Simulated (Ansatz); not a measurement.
# 2H-CrSTe monolayer in a perpendicular field, part 2 of 4

Wanted: the out-of-plane response of the 2H-CrSTe monolayer. A positive field points along +c.

Ansatz 0.2.0; plane-wave DFT, PBE-D3(BJ), Ansatz PAW (the session's first sound run).

So far. Step 2 (Relaxation): The lattice constant a goes from 3.365 to 3.236 Å.

## Step 3: Single point, field 0

A sawtooth potential applies the field, turning back in the middle of the vacuum. With the dipole correction the typed value is the field outside the slab. The induced dipole is small, so the SCF threshold is tight.

The cell differs from the one that the last finished run ended in (c 37.174 → 21.183 Å).

input.yaml

```yaml
crystal:
  lattice:
    - [3.2358179164, 0.0, 0.0]
    - [-1.6179089582, 2.8023005176, 0.0]
    - [0.0, 0.0, 21.1827851295]
  atoms:
    - { symbol: Te, position: [0.3333333333, 0.6666666667, 0.4248733084] }
    - { symbol: Cr, position: [0.0, 0.0, 0.5108385285] }
    - { symbol: S, position: [0.3333333333, 0.6666666667, 0.5751266916] }
kpoints:
  mp_grid: { grid: [18, 18, 1] }
  band_path:
    path: [[0, 0, 0], [0.5, 0, 0], [0.33333333, 0.33333333, 0], [0, 0, 0]]
    npoints: 16
hamiltonian:
  xc: pbe
  dispersion: d3bj
scf:
  occupations: { method: fermi_dirac, width: 0.02585 }
  convergence: { dr2_threshold: 1.0e-10 }
efield:
  axis: 3
  dipole_correction: true
  ramp_position: 0.97
  ramp_width: 0.06
  amplitude: 0
output:
  dos: { projected: true, e_range: [-6, 5] }
  bader: true
  write_potential: true
  write_density: true
  volumetric_format: npy
  elf: true
```

Started as:

```console
$ ansatz run input.yaml --threads 4 --pin off --max-ram 6144MiB --backend cpu --events-out ev --progress --plain --runs-dir out
```

Numbers of over 12 decimals in the logs are rounded to 6 here.

The log of the run:

```text
[...]
Crystal: 3 atoms, lattice volume = 192.080 Å³
Basis set: ecut = 420 eV, 3827 PW (Γ)
Bands: 22, of which v1, the nominal top of the filled ones, is band 18 counted from 1 (17 counted from 0)
Symmetry: 6 space group operations
[...]
k-points: 37 of 324 (time reversal used)
[...]
SCF iter   1: F=—  HF=-11261.607534 eV  |F-HF|=—  |Δ(HF+E_count)|=         —  Δρ=3.36e-3  dr2=3.29e-2  ethr=1.77e-3  p=-0.076 e·Å  D=-7.16e-2 V/Å  ΔV_dip=1.52 eV  dr2_dipole=2.00e-3  V_vac-E_F(+/−)=5.48/3.96 eV  ⟨swp⟩=10.5  Hψ=5082  notcnv=0
efield: sawtooth ramp at fractional position 0.9700 (set: `efield.ramp_position`, or a place that a band, a saddle search or an elastic batch's reference lends), width 0.0600; the density the first Hamiltonian is built on has a dipole p = -0.076 e·Å; the dipole correction subtracts the counter field D = -7.16e-2 V/Å, which shifts the + side's vacuum level by +1.52 eV against the − side's; the planar-averaged density in the ramp window peaks in size at 2.8e-5 e/Å³
[...]
SCF iter   2: F=—  HF=-11261.665486 eV  |F-HF|=—  |Δ(HF+E_count)|=   5.80e-2  Δρ=9.78e-3  dr2=7.84e-1  ethr=9.15e-5  p=-0.043 e·Å  D=-4.09e-2 V/Å  ΔV_dip=0.87 eV  dr2_dipole=1.43e-1  V_vac-E_F(+/−)=5.46/4.60 eV  ⟨swp⟩=4.8  Hψ=2384  notcnv=0
[...]
SCF iter  11: F=-11261.605463 eV  HF=-11261.605463 eV  |F-HF|=2.91e-11  |Δ(HF+E_count)|=   1.17e-9  Δρ=1.06e-7  dr2=3.19e-11  ethr=1.00e-12  p=-0.082 e·Å  D=-7.70e-2 V/Å  ΔV_dip=1.63 eV  dr2_dipole=4.63e-13  V_vac-E_F(+/−)=5.59/3.96 eV  ⟨swp⟩=4.1  Hψ=2579  notcnv=0
SCF 1 converged in 11 iterations: F = -11261.605463 eV  dr2 = 3.19e-11
[...]
NSCF: frozen V_eff on 49 k-points
efield: sawtooth ramp at fractional position 0.9700 (kept from the solve that this one continues, or follows in the run), width 0.0600; the density the first Hamiltonian is built on has a dipole p = -0.082 e·Å; the dipole correction subtracts the counter field D = -7.70e-2 V/Å, which shifts the + side's vacuum level by +1.63 eV against the − side's; the planar-averaged density in the ramp window peaks in size at 5.6e-6 e/Å³
WARN: The output density's exchange-correlation potential varies sharply where the density is thin. Do not read a vacuum level from v_tot or v_xc, or from such a field of the output density. On a cell that repeats whose density bears no net charge and no dipole along the vacuum's axis use v_es (v_loc + v_h of the components); under efield.dipole_correction with no amplitude use v_es + v_field, which holds any externa [...]
SCF converged after 11 iterations
Free energy (F): -11261.605463 eV
[...]
Internal energy: -11261.605446 eV  (E = F + TS)
E sigma→0 (E₀):  -11261.605455 eV
Entropy (-TS):   -0.000017 eV (-0.006 meV/atom)
Fermi energy:    0.219454 eV
Dipole field:    D = -0.076991 V/Å  (p = -0.081726 e·Å, saw-weighted, corrected)
Work function:   Φ+ = 5.5919 eV   Φ− = 3.9610 eV
Levels:          The Fermi level and band energies are counted from a zero that moves with the ramp; work functions are not
[...]
--- Band table (eV; the first three rows and the last of 37) ---
  k-point 0: bands = [... 14 lower, -2.3192, -0.8591, -0.8591, 0.0341, 2.3365, 2.3365, 3.4713, 3.7389]
  k-point 1: bands = [... 14 lower, -2.3111, -0.9197, -0.8877, 0.0261, 2.2262, 2.3264, 3.3273, 3.5516]
  k-point 2: bands = [... 14 lower, -2.2937, -1.1175, -0.9583, -0.0207, 1.9842, 2.2726, 2.4789, 3.3872]
  k-point 36: bands = [... 14 lower, -3.6454, -3.4700, -1.7254, -0.4154, 0.3889, 1.2345, 1.5785, 2.9585]
--- Bader charges: 3 sites ---
  site symbol  charge [e]  shift [e]
     0     Te     -0.2851     0.0000
     1     Cr      0.9299     0.0015
     2      S     -0.6448     0.0015
  estimated error of the sums over rays = 5.8e-4 e
```

The job ended after 9.4 s (4 threads of Intel Xeon Platinum 8488C (Sapphire Rapids), shared host; peak memory 0.63 GiB).

In the SCF lines HF is the Harris–Foulkes energy and dr2 the Hartree energy of the density residual, in eV; the loop may stop once dr2 is under the threshold and the program's other checks hold. Hψ counts applications of the Hamiltonian.

Numbers from this step:

- dipole along the normal: -0.08173 e·Å
- gap along the path: 0.3548 eV
- smallest direct gap along the path: 0.8043 eV
- step between the vacuum levels: 1.631 eV
- ionisation energy, upper face: 5.777 eV
- electron affinity, upper face: 5.422 eV
- ionisation energy, lower face: 4.146 eV
- gap, the smaller of path and mesh: 0.3548 eV

Running mean over a fixed 2.5 Å (it still follows the layers) of the planar mean; the ramp of the sawtooth is left out. Electron's electrostatic potential energy less the Fermi level against z:

z (Å), electron's electrostatic potential energy less the Fermi level (eV) and a bar from the least value:
```
     2.94       3.96 ##########################
     3.38       3.96 ##########################
     3.82       3.96 ##########################
     4.12       3.96 ##########################
     4.56       3.96 ##########################
     5.00       3.96 ##########################
     5.44       3.94 ##########################
     5.88       3.90 ##########################
     6.18       3.82 ##########################
     6.62       3.49 #########################
     7.06       2.36 #######################
     7.50       0.79 ###################
     7.94      -0.21 #################
     8.38      -1.72 ##############
     8.68      -2.81 ############
     9.12      -4.22 ########
     9.56      -5.48 ######
    10.00      -6.33 ####
    10.44      -7.35 ##
    10.74      -7.77 #
    11.18      -8.04 
    11.62      -7.67 #
    12.06      -5.54 #####
    12.50      -2.98 ###########
    12.80      -1.44 ###############
    13.24       0.88 ####################
    13.68       3.19 #########################
    14.12       4.86 ############################
    14.56       5.41 ##############################
    15.00       5.54 ##############################
    15.30       5.57 ##############################
    15.74       5.59 ##############################
    16.18       5.59 ##############################
    16.62       5.59 ##############################
    17.06       5.59 ##############################
    17.36       5.59 ##############################
    17.80       5.59 ##############################
    18.24       5.59 ##############################
```

The density of states has structure finer than the step of the table below, so its rows give means over 0.25 eV, whole bins alone (the curve runs from -6 to 2.16 eV). Peaks (eV: height): -3.990: 6.84, -2.140: 11.0, -1.920: 8.61, -1.860: 7.72, -0.760: 9.66, 0.480: 8.89, 0.640: 8.54.

Density of states against energy, zero at the Fermi level of the run, which the smearing sets inside the gap; means over each step:

energy (eV), density of states (states/eV a cell) and a bar:
```
    -5.75        1.4 ########
    -5.50        1.1 ######
    -5.25        2.5 ##############
    -5.00        3.2 ##################
    -4.75        1.2 #######
    -4.50        1.6 #########
    -4.25        1.7 ##########
    -4.00        3.9 ######################
    -3.75        1.8 ##########
    -3.50        2.0 ###########
    -3.25        2.2 ############
    -3.00        3.1 #################
    -2.75        2.8 ################
    -2.50        3.0 #################
    -2.25        2.4 ##############
    -2.00        4.4 #########################
    -1.75        2.1 ############
    -1.50        1.6 #########
    -1.25        2.6 ##############
    -1.00        1.0 #####
    -0.75        5.1 #############################
    -0.50        1.0 ######
    -0.25        0.7 ####
     0.00        0.0 
     0.25        1.2 #######
     0.50        5.3 ##############################
     0.75        4.4 #########################
     1.00        1.8 ##########
     1.25        1.4 ########
     1.50        4.2 #######################
     1.75        3.1 #################
     2.00        2.3 #############
```

Projected DOS per atom over height of the atomic layer and energy from the Fermi level. Layers: Te Cr S from below.

Ten even steps from '0' (0.01 states/eV) to '9' (3.88 states/eV), each cell a mean:
```
021
153
010
140
190
010
010
071
020
130
221
322
121
132
122
112
213
101
001
213
101
200
```
Columns: height of the atomic layer (Å) from 9 to 12.2 (not evenly spaced); rows upwards: energy from the Fermi level (eV) from -5.96 to 2.14.

The electronic bands at the labelled points (eV, zero at the Fermi level of the run, which the smearing sets inside the gap):

| point | band 15 | band 16 | band 17 | band 18 | band 19 | band 20 | band 21 | band 22 |
| --- | --- | --- | --- | --- | --- | --- | --- | --- |
| Γ | -2.54 | -1.08 | -1.08 | -0.19 | 2.12 | 2.12 | 3.25 | 3.52 |
| halfway | -2.57 | -2.17 | -1.27 | -0.71 | 0.62 | 1.45 | 1.61 | 2.75 |
| M | -2.89 | -2.14 | -0.98 | -0.97 | 0.52 | 0.61 | 2.09 | 2.65 |
| halfway | -3.35 | -2.98 | -1.97 | -0.65 | 0.36 | 0.87 | 1.57 | 2.39 |
| K | -3.86 | -3.69 | -1.94 | -0.63 | 0.17 | 1.02 | 1.36 | 2.74 |
| halfway | -2.97 | -2.03 | -1.86 | -0.65 | 0.48 | 0.92 | 1.47 | 2.34 |
| Γ | -2.54 | -1.08 | -1.08 | -0.19 | 2.12 | 2.12 | 3.25 | 3.52 |

Electrostatic potential energy in the ca plane at fractional y = 0.667, with atoms of Te and S within 0.2 Å of it. With pseudopotentials it is smooth inside the atoms' cores, unlike the true potential.

Ten even steps from '0' (-26 eV) to '9' (5 eV), each cell a mean:
```
99999999999999999887777655688999999999999999
99999999999999999887787655688999999999999999
99999999999999999864457776776789999999999999
99999999999999998535534788621148999999999999
99999999999999997369972688400016999999999999
99999999999999997379982688400006999999999999
99999999999999998436733788610038999999999999
99999999999999998753346777765689999999999999
```
Columns run along c (16.0 Å, from fractional 0.09 to 0.85 of the cell; values clipped at the 3rd and 97th percentile), rows up along a (3.2 Å). Atoms in or near the plane, at fractional coordinates: Te at (0.42, 0.33), S at (0.58, 0.33).

Valence density in the ca plane at fractional y = 0.667, with atoms of Te and S within 0.2 Å of it. It is the smooth field of the valence electrons, not physical close to the nuclei.

Ten steps, logarithmic in the rise over the least value, from '0' (0 e/Å³) to '9' (13 e/Å³), each cell a mean:
```
00000000000000000112222233222110000000000000
00000000000000000112222223222110000000000000
00000000000000001123332222233321000000000000
00000000000000001346753222344432100000000000
00000000000000012479974222443443100000000000
00000000000000012479984222443443100000000000
00000000000000001357753222344442100000000000
00000000000000001233432222233321000000000000
```
Columns run along c (16.0 Å, from fractional 0.09 to 0.85 of the cell), rows up along a (3.2 Å). Atoms in or near the plane, at fractional coordinates: Te at (0.42, 0.33), S at (0.58, 0.33).

ELF in the ca plane at fractional y = 0.667, with atoms of Te and S within 0.2 Å of it. It is the smooth field of the valence electrons, not physical close to the nuclei.

Values, 5 rows by 16 columns, each cell a mean:
```
0.00 0.00 0.00 0.00 0.01 0.06 0.25 0.38 0.18 0.14 0.26 0.09 0.01 0.00 0.00 0.00
0.00 0.00 0.00 0.00 0.02 0.26 0.51 0.48 0.31 0.27 0.61 0.42 0.08 0.00 0.00 0.00
0.00 0.00 0.00 0.00 0.14 0.68 0.57 0.21 0.40 0.54 0.61 0.87 0.40 0.03 0.00 0.00
0.00 0.00 0.00 0.01 0.17 0.74 0.50 0.11 0.37 0.55 0.40 0.91 0.47 0.04 0.00 0.00
0.00 0.00 0.00 0.00 0.06 0.45 0.62 0.44 0.38 0.41 0.77 0.67 0.20 0.01 0.00 0.00
```
Columns run along c (16.0 Å, from fractional 0.09 to 0.85 of the cell), rows up along a (3.2 Å). Atoms in or near the plane, at fractional coordinates: Te at (0.42, 0.33), S at (0.58, 0.33).

The gap is 0.35 eV, with the valence edge 5.78 eV and the conduction edge 5.42 eV under the upper vacuum level. Spin-orbit coupling, left out in this run, matters for the bands of elements this heavy.

## Step 4: Single point, field 0.03 V/Å

Edit input.yaml of step 3 so:

```diff
@@ -25,6 +25,4 @@
   ramp_width: 0.06
-  amplitude: 0
+  amplitude: 0.03
 output:
-  dos: { projected: true, e_range: [-6, 5] }
-  bader: true
   write_potential: true
@@ -32,2 +30 @@
   volumetric_format: npy
-  elf: true
```

The log of the run:

```text
[...]
Crystal: 3 atoms, lattice volume = 192.080 Å³
Basis set: ecut = 420 eV, 3827 PW (Γ)
Bands: 22, of which v1, the nominal top of the filled ones, is band 18 counted from 1 (17 counted from 0)
Symmetry: 6 space group operations
[...]
k-points: 37 of 324 (time reversal used)
[...]
--- Band table (eV; the first three rows and the last of 37) ---
  k-point 0: bands = [... 14 lower, -2.3229, -0.8636, -0.8636, 0.0327, 2.3336, 2.3336, 3.4086, 3.7327]
  k-point 1: bands = [... 14 lower, -2.3148, -0.9244, -0.8922, 0.0245, 2.2234, 2.3235, 3.3149, 3.4949]
  k-point 2: bands = [... 14 lower, -2.2973, -1.1224, -0.9629, -0.0225, 1.9814, 2.2695, 2.4724, 3.3811]
  k-point 36: bands = [... 14 lower, -3.6481, -3.4741, -1.7296, -0.4202, 0.3843, 1.2298, 1.5740, 2.9531]
[key lines of the parts left out:]
SCF converged after 14 iterations
Free energy (F): -11261.603138 eV
Fermi energy:    0.216357 eV
Dipole field:    D = -0.069035 V/Å  (p = -0.073281 e·Å, saw-weighted, corrected)
```

Elapsed: 5.7 s, on 4 threads; peak memory 0.6 GiB; 21 s of CPU time.

The dipole is -0.0733 e·Å, 0.00844 e·Å from its value without field, and the gap 0.352 eV.

## Step 5: Single point, field -0.03 V/Å

Edit input.yaml of step 4 so:

```diff
@@ -25,3 +25,3 @@
   ramp_width: 0.06
-  amplitude: 0.03
+  amplitude: -0.03
 output:
```

The log of the run:

```text
[...]
Crystal: 3 atoms, lattice volume = 192.080 Å³
Basis set: ecut = 420 eV, 3827 PW (Γ)
Bands: 22, of which v1, the nominal top of the filled ones, is band 18 counted from 1 (17 counted from 0)
Symmetry: 6 space group operations
[...]
k-points: 37 of 324 (time reversal used)
[...]
--- Band table (eV; the first three rows and the last of 37) ---
  k-point 0: bands = [... 14 lower, -2.3155, -0.8546, -0.8546, 0.0354, 2.3394, 2.3394, 3.5318, 3.7450]
  k-point 1: bands = [... 14 lower, -2.3074, -0.9152, -0.8832, 0.0275, 2.2289, 2.3293, 3.3372, 3.6085]
  k-point 2: bands = [... 14 lower, -2.2901, -1.1126, -0.9538, -0.0189, 1.9868, 2.2755, 2.4852, 3.3932]
  k-point 36: bands = [... 14 lower, -3.6427, -3.4659, -1.7212, -0.4107, 0.3934, 1.2392, 1.5829, 2.9638]
[key lines of the parts left out:]
SCF converged after 14 iterations
Free energy (F): -11261.608042 eV
Fermi energy:    0.222471 eV
Dipole field:    D = -0.084945 V/Å  (p = -0.090170 e·Å, saw-weighted, corrected)
```

The job ended after 5.7 s (4 threads; peak memory 0.6 GiB; 21 s of CPU time).

The dipole is -0.0902 e·Å, -0.00844 e·Å from its value without field, and the gap 0.358 eV.

## Step 6: Atoms held, field 0.15 V/Å

Edit input.yaml of step 5 so:

```diff
@@ -25,3 +25,3 @@
   ramp_width: 0.06
-  amplitude: -0.03
+  amplitude: 0.15
 output:
```

The log of the run:

```text
[...]
Crystal: 3 atoms, lattice volume = 192.080 Å³
Basis set: ecut = 420 eV, 3827 PW (Γ)
Bands: 22, of which v1, the nominal top of the filled ones, is band 18 counted from 1 (17 counted from 0)
Symmetry: 6 space group operations
[...]
k-points: 37 of 324 (time reversal used)
[...]
--- Band table (eV; the first three rows and the last of 37) ---
  k-point 0: bands = [... 14 lower, -2.3388, -0.8826, -0.8826, 0.0260, 2.3209, 2.3209, 3.1322, 3.7069]
  k-point 1: bands = [... 14 lower, -2.3305, -0.9438, -0.9113, 0.0174, 2.2111, 2.3107, 3.1678, 3.3388]
  k-point 2: bands = [... 14 lower, -2.3128, -1.1432, -0.9823, -0.0308, 1.9695, 2.2563, 2.4452, 3.3557]
  k-point 36: bands = [... 14 lower, -3.6601, -3.4917, -1.7471, -0.4402, 0.3650, 1.2100, 1.5553, 2.9307]
[key lines of the parts left out:]
SCF converged after 14 iterations
Free energy (F): -11261.596373 eV
Fermi energy:    0.203019 eV
Dipole field:    D = -0.037178 V/Å  (p = -0.039464 e·Å, saw-weighted, corrected)
```

The job ended after 5.5 s (4 threads; peak memory 0.6 GiB; 21 s of CPU time).

The dipole is -0.0395 e·Å, 0.0423 e·Å from its value without field, and the gap 0.339 eV.

## Step 7: Single point, field 0.25 V/Å

Edit input.yaml of step 6 so:

```diff
@@ -25,3 +25,3 @@
   ramp_width: 0.06
-  amplitude: 0.15
+  amplitude: 0.25
 output:
```

The log of the run:

```text
[...]
Crystal: 3 atoms, lattice volume = 192.080 Å³
Basis set: ecut = 420 eV, 3827 PW (Γ)
Bands: 22, of which v1, the nominal top of the filled ones, is band 18 counted from 1 (17 counted from 0)
Symmetry: 6 space group operations
[...]
k-points: 37 of 324 (time reversal used)
[...]
--- Band table (eV; the first three rows and the last of 37) ---
  k-point 0: bands = [... 14 lower, -2.3531, -0.8996, -0.8996, 0.0192, 2.3092, 2.3092, 2.8621, 3.6843]
  k-point 1: bands = [... 14 lower, -2.3448, -0.9611, -0.9284, 0.0103, 2.1997, 2.2989, 2.9140, 3.2983]
  k-point 2: bands = [... 14 lower, -2.3268, -1.1617, -0.9996, -0.0389, 1.9582, 2.2441, 2.4203, 3.1118]
  k-point 36: bands = [... 14 lower, -3.6711, -3.5076, -1.7627, -0.4579, 0.3479, 1.1924, 1.5385, 2.9109]
[key lines of the parts left out:]
SCF converged after 14 iterations
Free energy (F): -11261.593838 eV
Fermi energy:    0.190761 eV
Dipole field:    D = -0.010586 V/Å  (p = -0.011237 e·Å, saw-weighted, corrected)
```

It took 5.9 s on 4 threads; peak memory 0.6 GiB.

The dipole is -0.0112 e·Å, 0.0705 e·Å from its value without field, and the gap 0.329 eV.

## Step 8: Atoms held, field -0.25 V/Å

Edit input.yaml of step 7 so:

```diff
@@ -25,4 +25,6 @@
   ramp_width: 0.06
-  amplitude: 0.25
+  amplitude: -0.25
 output:
+  dos: { projected: true, e_range: [-6, 5] }
+  bader: true
   write_potential: true
@@ -30 +32,2 @@
   volumetric_format: npy
+  elf: true
```

The log of the run:

```text
[...]
Crystal: 3 atoms, lattice volume = 192.080 Å³
Basis set: ecut = 420 eV, 3827 PW (Γ)
Bands: 22, of which v1, the nominal top of the filled ones, is band 18 counted from 1 (17 counted from 0)
Symmetry: 6 space group operations
[...]
k-points: 37 of 324 (time reversal used)
[...]
k-point 2: bands = [... 14 lower, -2.2669, -1.0794, -0.9233, -0.0091, 2.0029, 2.2947, 2.5284, 3.4348]
  k-point 36: bands = [... 14 lower, -3.6257, -3.4392, -1.6934, -0.3791, 0.4236, 1.2704, 1.6121, 2.9998]
--- Bader charges: 3 sites ---
  site symbol  charge [e]  shift [e]
     0     Te     -0.2726     0.0000
     1     Cr      0.9292     0.0015
     2      S     -0.6566     0.0015
  estimated error of the sums over rays = 5.8e-4 e
[key lines of the parts left out:]
SCF converged after 14 iterations
Free energy (F): -11261.634687 eV
Fermi energy:    0.241705 eV
Dipole field:    D = -0.143245 V/Å  (p = -0.152054 e·Å, saw-weighted, corrected)
```

It took 10 s on 4 threads; peak memory 0.61 GiB; 39 s of CPU time.

The dipole is -0.152 e·Å, -0.0703 e·Å from its value without field, and the gap 0.381 eV.

(Continued in part 3 of 4.)

[Logs are printed without paths, hosts, clocks, repeated set-up lines and the standing remarks that a program may print on its own settings, such as how far it seeks lower states.]

[Hosts, paths, dates, database ids (printed as entryN), source tags and the programs' standing remarks are cut or masked in the printed files.]

[Maps of the electrostatic potential energy from Ansatz leave out the sawtooth potential of an applied field or a dipole correction, so their vacuum need not be flat; planar profiles and work functions include it.]

[The density of states shown here was stored with 400 of the rows of the run's finer table, so its peaks can read low, often by over a quarter, or be missed, and its means over a window can be off by a tenth or more.]
